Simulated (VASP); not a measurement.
This VASP 6.6.1 run on ZnCu needs a look.

run.py

```python
from ase import Atoms
from ase.calculators.vasp import Vasp
from ase.dft.bandgap import bandgap

atoms = Atoms(
    ['Zn', 'Cu'],
    cell=[[2.945, 0.0, 0.0], [0.0, 2.945, 0.0], [0.0, 0.0, 2.945]],
    scaled_positions=[[0.5, 0.5, 0.5], [0.0, 0.0, 0.0]],
    pbc=True,
)
calc = Vasp(
    directory='calc',
    xc='scan+rvv10',
    pp='PBE',
    setups='recommended',
    prec='Accurate',
    encut=520,
    ediff=1e-07,
    ismear=1,
    sigma=0.2,
    lreal=False,
    lasph=True,
    nelm=57,
    algo='Normal',
    isif=2,
    lwave=False,
    lcharg=True,
    lmixtau=True,
    lelf=True,
    lvhar=True,
    kpts=[9, 9, 9],
    gamma=True,
    nbands=18,
    nelect=26.0,
)
atoms.calc = calc

print('energy (eV):', atoms.get_potential_energy())
print('free energy (eV):', atoms.get_potential_energy(force_consistent=True))
print('forces (eV/A):')
print(atoms.get_forces())
print('stress (eV/A^3, Voigt):', atoms.get_stress())
print('Fermi level (eV):', calc.get_fermi_level())
gap, top, bottom = bandgap(calc)
print('band gap (eV):', gap, 'from (spin, k, band)', top, 'to', bottom)
```

Potentials or basis: VASP PAW PBE potentials, release 64 (Zn, Cu).

The run is started by

```bash
$ python run.py
```

Output:

```text
<dir> UserWarning: vdW has been enabled, however no location for the vdw_kernel.bindat file has been specified. Set ASE_VASP_VDW environment variable to copy the vdW kernel.
  warnings.warn(
energy (eV): -4.71703184
free energy (eV): -4.71720816
forces (eV/A):
[[0. 0. 0.]
 [0. 0. 0.]]
stress (eV/A^3, Voigt): [-1.48774165 -1.48774165 -1.48774165 -0.          0.         -0.        ]
Fermi level (eV): 9.95675667
[... 2 lines left out ...]
```

OUTCAR:

```text
ENCUT = 520.000000
[... 744 lines left out ...]
  free  energy   TOTEN  =        -4.7172081648 eV

  energy  without entropy=       -4.7166791931  energy(sigma->0) =       -4.71703184
```

**Question.** Diagnose the run.

**Answer.** The calculation finished and met its thresholds. The input holds a flaw that was put in on purpose: wrong number of electrons (NELECT = 26.000000). The program doesn't stop on it, so the numbers can't be trusted though the run ends normally.
